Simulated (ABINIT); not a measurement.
# CdS (Hawleyite) (F-43m) in ABINIT: notebook

One crystal, CdS (Hawleyite), is run at these levels: PBEsol, rPW86PBE, LDA-PZ, AM05; tasks: band structure.

Everything below comes from runs of ABINIT 10.8.3 (patched build). Logs are shortened: lines on timing, memory, paths and dates and some standing lists are left out, and cuts for length are marked. The log counts tension as positive stress, the text compression.

## (1) Starting point

The structure is cubic, space group F-43m (No. 216). Conventional cell: a = 5.833 Å, b = 5.833 Å, c = 5.833 Å, α = 90.00°, β = 90.00°, γ = 90.00°. Cd (site symmetry -43m) is surrounded by 4 S at 2.53 Å. S (site symmetry -43m) is surrounded by 4 Cd at 2.53 Å.

## (2) Band structure, PBEsol

run.abi reads:

```
# Datasets: ground state, then fixed potential
ndtset 2

# Pseudopotentials
pp_dirpath "./"
pseudos "Cd.GGA_PBE-JTH.xml, S.GGA_PBE-JTH.xml"

# Structure
acell 4.1245538547 4.1245538547 4.1245538547 Angstrom
rprim
     0.0000000000     0.7071067812     0.7071067812
     0.7071067812     0.0000000000     0.7071067812
     0.7071067812     0.7071067812     0.0000000000
ntypat 2
znucl 48 16
natom 2
typat 1 2
xred
     0.0000000000     0.0000000000     0.0000000000
     0.7500000000     0.7500000000     0.7500000000

# Plane-wave basis
ecut 22.0
pawecutdg 44.0

# Exchange and correlation
ixc -116133

# Bands and occupations
occopt 3
tsmear 0.00183747

# SCF cycle
nstep 100

# Output
iomode 3
prtwf 0
prteig 0
prtebands 0
enunit 1
prtden1 1

# Dataset 1
kptopt1 1
ngkpt1 8 8 8
nshiftk1 1
shiftk1 0.0 0.0 0.0
nband1 13
tolvrs1 1.0e-9

# Dataset 2: bands along G-X-W-K-G-L-U-W-L-K
iscf2 -2
getden2 1
nband2 19
nbdbuf2 4
tolwfr2 1.0e-11
kptopt2 -9
ndivsm2 8
prteig2 1
prtvol2 -3
kptbounds2
     0.0000000000     0.0000000000     0.0000000000
     0.5000000000     0.0000000000     0.5000000000
     0.5000000000     0.2500000000     0.7500000000
     0.3750000000     0.3750000000     0.7500000000
     0.0000000000     0.0000000000     0.0000000000
     0.5000000000     0.5000000000     0.5000000000
     0.6250000000     0.2500000000     0.6250000000
     0.5000000000     0.2500000000     0.7500000000
     0.5000000000     0.5000000000     0.5000000000
     0.3750000000     0.3750000000     0.7500000000
```

Potentials or basis: JTH PAW PBE v2.0.

Launch:

```sh
abinit run.abi > log 2>&1
```

run.abo:

```text
.Version 10.8.3 of ABINIT
 DATASET    1 : space group F-4 3 m (#216); Bravais cF (face-center cubic)
================================================================================
 Values of the parameters that define the memory need for DATASET  1.
     intxc =       0    ionmov =       0      iscf =      17    lmnmax =      18
     lnmax =       6     mgfft =      36  mpssoang =       3    mqgrid =    3001
     natom =       2  nloc_mem =       2    nspden =       1   nspinor =       1
    nsppol =       1      nsym =      24    n1xccc =       1    ntypat =       2
    occopt =       3   xclevel =       2
       mpw =        1666          nfft =       46656          nkpt =          29
 PAW method is used; the additional fine FFT grid is defined by:
   mgfftf=        48    nfftf =    110592
================================================================================
================================================================================

 DATASET    2 : space group F-4 3 m (#216); Bravais cF (face-center cubic)
================================================================================
 Values of the parameters that define the memory need for DATASET  2.
     intxc =       0    ionmov =       0      iscf =      -2    lmnmax =      18
     lnmax =       6     mgfft =      36  mpssoang =       3    mqgrid =    3001
     natom =       2  nloc_mem =       2    nspden =       1   nspinor =       1
    nsppol =       1      nsym =      24    n1xccc =       1    ntypat =       2
    occopt =       3   xclevel =       2
       mpw =        1673          nfft =       46656          nkpt =         139
 PAW method is used; the additional fine FFT grid is defined by:
   mgfftf=        48    nfftf =    110592
================================================================================
================================================================================

--------------------------------------------------------------------------------
------------- Echo of variables that govern the present computation ------------
--------------------------------------------------------------------------------
 -outvars: echo values of preprocessed input variables --------
            acell      7.7942771769E+00  7.7942771769E+00  7.7942771769E+00 Bohr
              amu      1.12411000E+02  3.20660000E+01
             ecut      2.20000000E+01 Hartree
           enunit           1
           getden1          0
           getden2          1
             iscf1         17
             iscf2         -2
              ixc     -116133
           jdtset        1    2
           kptopt1          1
           kptopt2         -9
         kptrlatt        8    0    0      0    8    0      0    0    8
          kptrlen1     6.23542174E+01
          kptrlen2     3.00000000E+01
            natom           2
            nband1         13
            nband2         19
           nbdbuf1          0
           nbdbuf2          4
           ndtset           2
           ndivsm1          0
           ndivsm2          8
            ngfft          36      36      36
          ngfftdg          48      48      48
             nkpt1         29
             nkpt2        139
            nstep         100
             nsym          24
           ntypat           2
           occopt           3
        pawecutdg      4.40000000E+01 Hartree
         pawxcdev           0
        prtebands           0
           prteig1          0
           prteig2          1
           prtvol1          0
           prtvol2         -3
            prtwf           0
            rprim      0.0000000000E+00  7.0710678120E-01  7.0710678120E-01
                       7.0710678120E-01  0.0000000000E+00  7.0710678120E-01
                       7.0710678120E-01  7.0710678120E-01  0.0000000000E+00
           shiftk1     0.00000000E+00  0.00000000E+00  0.00000000E+00
           shiftk2     5.00000000E-01  5.00000000E-01  5.00000000E-01
          spgroup         216
           tolvrs1     1.00000000E-09
           tolvrs2     0.00000000E+00
           tolwfr1     0.00000000E+00
           tolwfr2     1.00000000E-11
           tsmear      1.83747000E-03 Hartree
            typat      1  2
           useylm           1
           xangst      0.0000000000E+00  0.0000000000E+00  0.0000000000E+00
                       4.3747500001E+00  4.3747500001E+00  4.3747500001E+00
            xcart      0.0000000000E+00  0.0000000000E+00  0.0000000000E+00
                       8.2670793696E+00  8.2670793696E+00  8.2670793696E+00
             xred      0.0000000000E+00  0.0000000000E+00  0.0000000000E+00
                       7.5000000000E-01  7.5000000000E-01  7.5000000000E-01
            znucl       48.00000   16.00000

[... 216 lines left out ...]
meta: {optdriver: 0, ionmov: 0, optcell: 0, iscf: -2, paral_kgb: 0, }
...

 mkfilename : getden/=0, take file _DEN from output of DATASET   1.

 Real(R)+Recip(G) space primitive vectors, cartesian coordinates (Bohr,Bohr^-1):
 R(1)=  0.0000000  5.5113862  5.5113862  G(1)= -0.0907213  0.0907213  0.0907213
 R(2)=  5.5113862  0.0000000  5.5113862  G(2)=  0.0907213 -0.0907213  0.0907213
 R(3)=  5.5113862  5.5113862  0.0000000  G(3)=  0.0907213  0.0907213 -0.0907213
 Unit cell volume ucvol=  3.3482089E+02 bohr^3
 Angles (23,13,12)=  6.00000000E+01  6.00000000E+01  6.00000000E+01 degrees

 Coarse grid specifications (used for wave-functions):

 getcut: wavevector=  0.0000  0.0000  0.0000  ngfft=  36  36  36
         ecut(hartree)=     22.000   => boxcut(ratio)=   2.18751

 Fine grid specifications (used for densities):

 getcut: wavevector=  0.0000  0.0000  0.0000  ngfft=  48  48  48
         ecut(hartree)=     44.000   => boxcut(ratio)=   2.06240
--------------------------------------------------------------------------------

================================================================================
 Non-SCF case, kpt    1 (  0.00000  0.00000  0.00000), residuals and eigenvalues=
  9.50E-12  2.61E-12  5.24E-12  4.43E-12  2.34E-12  7.79E-12  4.54E-12  2.80E-12
  8.93E-12  2.09E-12  2.42E-12  5.46E-12  2.88E-12  8.17E-12  1.29E-12  4.49E-12
  8.94E-12  2.42E-12  8.44E-12
 -3.2728E-01 -1.5581E-01 -1.5581E-01 -1.5581E-01 -1.3790E-01 -1.3790E-01
  1.2825E-01  1.2825E-01  1.2825E-01  1.6436E-01  3.6360E-01  3.6360E-01
  3.6360E-01  4.3606E-01  5.4011E-01  5.4461E-01  5.4461E-01  6.0991E-01
  6.0991E-01
 Non-SCF case, kpt    2 (  0.02174  0.00000  0.02174), residuals and eigenvalues=
  3.45E-12  4.10E-12  1.53E-12  1.85E-12  8.43E-12  8.41E-12  6.86E-12  2.44E-12
  6.89E-12  9.99E-12  8.05E-12  2.84E-12  7.02E-12  8.01E-12  6.96E-12  7.22E-12
[... 1087 lines left out ...]
  3.03E-12  6.23E-12  8.71E-12  3.77E-12  8.96E-12  4.20E-12  4.53E-12  4.17E-12
  3.21E-12  7.82E-12  8.22E-12
 -3.0654E-01 -1.4871E-01 -1.4524E-01 -1.4100E-01 -1.3641E-01 -1.1654E-01
 -1.9162E-02  3.2661E-02  7.2793E-02  2.8061E-01  3.2799E-01  4.2910E-01
  4.3628E-01  4.5005E-01  4.7542E-01  5.5772E-01  6.4207E-01  6.7850E-01
  6.8912E-01
 Non-SCF case, kpt  139 (  0.37500  0.37500  0.75000), residuals and eigenvalues=
  7.60E-12  6.39E-12  4.25E-12  6.65E-12  8.82E-12  4.19E-12  2.71E-12  2.34E-12
  6.50E-12  2.61E-12  2.85E-12  5.07E-12  8.70E-12  4.86E-12  7.14E-12  3.33E-12
  6.95E-12  6.51E-12  9.29E-12
 -3.0637E-01 -1.4856E-01 -1.4490E-01 -1.4132E-01 -1.3624E-01 -1.1652E-01
 -1.9074E-02  3.3038E-02  7.0883E-02  2.7870E-01  3.2455E-01  4.3352E-01
  4.3648E-01  4.5536E-01  4.7457E-01  5.6155E-01  6.3986E-01  6.7094E-01
  6.9163E-01

--- !ResultsGS
iteration_state: {dtset: 2, }
comment   : Summary of ground state results
lattice_vectors:
- [  0.0000000,   5.5113862,   5.5113862, ]
- [  5.5113862,   0.0000000,   5.5113862, ]
- [  5.5113862,   5.5113862,   0.0000000, ]
lattice_lengths: [   7.79428,    7.79428,    7.79428, ]
lattice_angles: [ 60.000,  60.000,  60.000, ] # degrees, (23, 13, 12)
lattice_volume:   3.3482089E+02
convergence: {deltae:  0.000E+00, res2:  0.000E+00, residm:  9.994E-12, diffor:  0.000E+00, }
etotal    :  -5.79078036E+01
entropy   :   0.00000000E+00
fermie    :   1.47715587E-01
cartesian_stress_tensor: null
pressure_GPa: null
xred      :
- [  0.0000E+00,   0.0000E+00,   0.0000E+00, Cd]
- [  7.5000E-01,   7.5000E-01,   7.5000E-01,  S]
cartesian_forces: null
force_length_stats: {min: null, max: null, mean: null, }
...

 Integrated electronic density in atomic spheres:
 ------------------------------------------------
 Atom  Sphere_radius  Integrated_density
    1        2.50234         10.48353160
    2        1.90380          3.56167391

================================================================================

 ----iterations are completed or convergence reached----

 Mean square residual over all n,k,spin=   53.038E-13; max=  99.942E-13
 reduced coordinates (array xred) for    2 atoms
       0.000000000000      0.000000000000      0.000000000000
       0.750000000000      0.750000000000      0.750000000000

 cartesian coordinates (angstrom) at end:
    1      0.00000000000000     0.00000000000000     0.00000000000000
    2      4.37475000012445     4.37475000012445     4.37475000012445
 length scales=  7.794277176940  7.794277176940  7.794277176940 bohr
              =  4.124553854700  4.124553854700  4.124553854700 angstroms
 Eigenvalues (   eV  ) for nkpt= 139  k points:
 kpt#   1, nband= 19, wtk=  1.00000, kpt=  0.0000  0.0000  0.0000 (reduced coord)
  -8.90577   -4.23988   -4.23988   -4.23988   -3.75258   -3.75258    3.48982    3.48982
   3.48982    4.47253    9.89408    9.89408    9.89408   11.86591   14.69703   14.81946
  14.81946   16.59643   16.59643
 kpt#   2, nband= 19, wtk=  1.00000, kpt=  0.0217  0.0000  0.0217 (reduced coord)
  -8.90305   -4.23871   -4.23850   -4.23850   -3.75316   -3.75217    3.42239    3.47869
   3.47869    4.54398    9.86748    9.90847    9.90847   11.86585   14.71796   14.75012
  14.82196   16.61380   16.61443
 kpt#   3, nband= 19, wtk=  1.00000, kpt=  0.0435  0.0000  0.0435 (reduced coord)
  -8.89491   -4.23518   -4.23436   -4.23436   -3.75486   -3.75095    3.25895    3.44573
   3.44573    4.71922    9.79060    9.95147    9.95147   11.86587   14.48762   14.82928
  14.86873   16.66584   16.66851
 kpt#   4, nband= 19, wtk=  1.00000, kpt=  0.0652  0.0000  0.0652 (reduced coord)
  -8.88152   -4.22918   -4.22750   -4.22750   -3.75763   -3.74894    3.05225    3.39215
   3.39215    4.94479    9.67142   10.02227   10.02227   11.86623   14.16737   14.84179
  15.07009   16.75225   16.75348
 kpt#   5, nband= 19, wtk=  1.00000, kpt=  0.0870  0.0000  0.0870 (reduced coord)
[... 525 lines left out ...]
   2.10912    7.71650    9.05324   11.32824   11.86987   11.88647   13.24650   15.08415
  17.27578   18.48196   18.75076
 kpt# 137, nband= 19, wtk=  1.00000, kpt=  0.3929  0.3929  0.7143 (reduced coord)
  -8.34871   -4.05161   -3.96440   -3.82786   -3.71552   -3.18047   -0.53344    0.92384
   2.04145    7.68344    8.99939   11.50062   11.87040   12.07601   13.06150   15.11131
  17.42163   18.63223   18.67843
 kpt# 138, nband= 19, wtk=  1.00000, kpt=  0.3839  0.3839  0.7321 (reduced coord)
  -8.34136   -4.04653   -3.95224   -3.83677   -3.71190   -3.17127   -0.52143    0.88874
   1.98081    7.63586    8.92502   11.67637   11.87181   12.24642   12.93685   15.17620
  17.47158   18.46301   18.75200
 kpt# 139, nband= 19, wtk=  1.00000, kpt=  0.3750  0.3750  0.7500 (reduced coord)
  -8.33664   -4.04247   -3.94300   -3.84544   -3.70735   -3.17064   -0.51904    0.89901
   1.92883    7.58387    8.83154   11.79664   11.87720   12.39095   12.91367   15.28047
  17.41161   18.25721   18.82028

== END DATASET(S) ==============================================================
================================================================================

 -outvars: echo values of variables after computation  --------
            acell      7.7942771769E+00  7.7942771769E+00  7.7942771769E+00 Bohr
           etotal1    -5.7907803621E+01
            fcart1    -0.0000000000E+00 -0.0000000000E+00 -0.0000000000E+00
                      -0.0000000000E+00 -0.0000000000E+00 -0.0000000000E+00
            rprim      0.0000000000E+00  7.0710678120E-01  7.0710678120E-01
                       7.0710678120E-01  0.0000000000E+00  7.0710678120E-01
                       7.0710678120E-01  7.0710678120E-01  0.0000000000E+00
           strten1     7.3333176154E-06  7.3333176154E-06  7.3333176154E-06
                       0.0000000000E+00  0.0000000000E+00  0.0000000000E+00
           xangst      0.0000000000E+00  0.0000000000E+00  0.0000000000E+00
                       4.3747500001E+00  4.3747500001E+00  4.3747500001E+00
             xred      0.0000000000E+00  0.0000000000E+00  0.0000000000E+00
                       7.5000000000E-01  7.5000000000E-01  7.5000000000E-01
 Calculation completed.
```

Run time: 3.3 min. Hardware: 1 thread of Arm Neoverse V1, shared host; peak memory 0.18 GiB.

What came out:

```yaml
Free_energy: -1575.7516 eV
Pressure: -0.2 GPa
Band_gap_on_the_k_mesh: 0.98 eV, direct
Band_gap_along_the_path: 0.98 eV, direct
Valence_electrons_inside_the_program's_atomic_spheres: Cd 10.48; S 3.56
```

Levels at the corners of the path, in eV from the valence-band top:
```
point  band 5  band 6  band 7  band 8  band 9  band 10  band 11  band 12  band 13  band 14
    Γ   -7.24   -7.24    0.00    0.00    0.00     0.98     6.40     6.40     6.40     8.38
    X   -7.15   -6.80   -4.02   -1.92   -1.92     3.39     4.24     8.38     9.03    10.64
    W   -7.24   -6.61   -3.97   -2.33   -2.23     5.29     5.35     7.08     7.87     8.38
    K   -7.20   -6.66   -4.01   -2.59   -1.56     4.09     5.34     8.31     8.39     8.90
    Γ   -7.24   -7.24    0.00    0.00    0.00     0.98     6.40     6.40     6.40     8.38
    L   -7.20   -6.86   -4.49   -0.77   -0.77     2.87     6.88     6.88     7.30     8.38
    U   -7.20   -6.66   -4.01   -2.59   -1.56     4.09     5.34     8.31     8.39     8.90
    W   -7.24   -6.61   -3.97   -2.33   -2.23     5.29     5.35     7.08     7.87     8.38
    L   -7.20   -6.86   -4.49   -0.77   -0.77     2.87     6.88     6.88     7.30     8.38
    K   -7.20   -6.66   -4.01   -2.59   -1.56     4.09     5.34     8.31     8.39     8.90
```

Caveat: the PAW data sets were made with another functional, which shifts forces and pressure a little. Expect the measured gap to be larger: semilocal functionals such as PBEsol lack the derivative discontinuity.

## (3) Band structure, rPW86PBE

Edit run.abi of step 2 so:

```diff
@@ -1,5 +1,3 @@
-# Datasets: ground state, then fixed potential
 ndtset 2
 
-# Pseudopotentials
 pp_dirpath "./"
@@ -7,8 +5,7 @@
 
-# Structure
-acell 4.1245538547 4.1245538547 4.1245538547 Angstrom
+acell 3*1.0 Angstrom
 rprim
-     0.0000000000     0.7071067812     0.7071067812
-     0.7071067812     0.0000000000     0.7071067812
-     0.7071067812     0.7071067812     0.0000000000
+     0.0000000000     2.9165000000     2.9165000000
+     2.9165000000     0.0000000000     2.9165000000
+     2.9165000000     2.9165000000     0.0000000000
 ntypat 2
@@ -21,3 +18,2 @@
 
-# Plane-wave basis
 ecut 22.0
@@ -25,13 +21,9 @@
 
-# Exchange and correlation
-ixc -116133
+ixc -144130
 
-# Bands and occupations
 occopt 3
-tsmear 0.00183747
+tsmear 0.05 eV
 
-# SCF cycle
 nstep 100
 
-# Output
 iomode 3
@@ -43,3 +35,2 @@
 
-# Dataset 1
 kptopt1 1
@@ -51,3 +42,2 @@
 
-# Dataset 2: bands along G-X-W-K-G-L-U-W-L-K
 iscf2 -2
```

Potentials or basis: JTH PAW PBE v2.0.

Launch:

```sh
abinit run.abi > log 2>&1
```

Wall time 3.1 min (1 thread of Arm Neoverse V1, shared host); peak memory 0.18 GiB.

Results (log left out):

```
Free energy                                           : -1576.6261 eV
Pressure                                              : 5.4 GPa
Band gap on the k mesh                                : 1.00 eV, direct
Band gap along the path                               : 1.00 eV, direct
Valence electrons inside the program's atomic spheres : Cd 10.48; S 3.61
```

Levels at the corners of the path, in eV from the valence-band top:
```csv
point,band 6,band 7,band 8,band 9,band 10,band 11,band 12,band 13
Γ,-7.24,0.00,0.00,0.00,1.00,6.54,6.54,6.54
X,-6.81,-3.95,-1.88,-1.88,3.52,4.29,9.07,10.69
W,-6.63,-3.90,-2.27,-2.18,5.31,5.40,7.18,8.02
K,-6.68,-3.94,-2.53,-1.52,4.19,5.36,8.41,9.00
Γ,-7.24,0.00,0.00,0.00,1.00,6.54,6.54,6.54
L,-6.87,-4.40,-0.75,-0.75,2.91,7.01,7.01,7.36
U,-6.68,-3.94,-2.53,-1.52,4.19,5.36,8.41,9.00
W,-6.63,-3.90,-2.27,-2.18,5.31,5.40,7.18,8.02
L,-6.87,-4.40,-0.75,-0.75,2.91,7.01,7.01,7.36
K,-6.68,-3.94,-2.53,-1.52,4.19,5.36,8.41,9.00
```

Caveat: the PAW data sets were made with another functional, which shifts forces and pressure a little.

(Part 1 of 2 ends here.)
